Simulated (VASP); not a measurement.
A run of VASP 6.6.1:

Contents of INCAR:

```
SYSTEM = Hf
ALGO = Normal
EDIFF = 1E-7
ENCUT = 520
GGA = RP
ISIF = 2
ISMEAR = -1
LASPH = .TRUE.
LCHARG = .FALSE.
LREAL = .FALSE.
LWAVE = .FALSE.
NBANDS = 11
NELM = 100
PREC = Accurate
SIGMA = 0.1
```

KPOINTS

```
k-points
0
G
  13 13 13
  0 0 0
```

File POSCAR:

```
Hf
1.0
    0.0000000000      2.1707252099      2.1707252099
    2.1707252099      0.0000000000      2.1707252099
    2.1707252099      2.1707252099      0.0000000000
Hf
1
Direct
    0.0000000000      0.0000000000      0.0000000000
```

Potentials or basis: VASP PAW PBE potentials, release 64 (Hf_pv).

Command:

```console
$ cat potpaw_PBE.64/Hf_pv/POTCAR > POTCAR
$ mpirun -np 1 vasp_std > vasp.out
```

Hardware: 1 thread of Intel(R) Xeon(R) Platinum 8259CL CPU @ 2.50GHz (Skylake/Cascade Lake), on a shared host.

Problem. Estimate the wall time of this run.

Solution. Wall time 19 s on 1 thread of Intel(R) Xeon(R) Platinum 8259CL CPU @ 2.50GHz (Skylake/Cascade Lake), with other jobs on the host, peak memory 0.15 GiB. Counts: scf iterations 12, k points 84.
